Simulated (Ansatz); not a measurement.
Cd (diamond): energy against volume

The calculation used DFT, PBE, plane waves (420 eV) with PAW, scalar-relativistic in Ansatz 0.2.0.

The cell is scaled uniformly from the relaxed one, with fractional coordinates and shape fixed. Energies are extrapolated to zero smearing, pressures are those at the given smearing. Magnetic state: spin not included.

A Birch-Murnaghan fit gives V₀ = 37.45 Å³/atom, B₀ = 14.5 GPa, B₀′ = 6.2.

Task: What are the energy above the minimum and the pressure at 32.795 Å³/atom?

Result: 35.9 meV/atom and 2.90 GPa as computed.

Task: What are the energy above the minimum and the pressure at 40.248 Å³/atom?

Result: 8.0 meV/atom and -0.81 GPa as computed.

Task: What are the energy above the minimum and the pressure at 41.739 Å³/atom?

Result: 17.1 meV/atom and -1.09 GPa as computed.
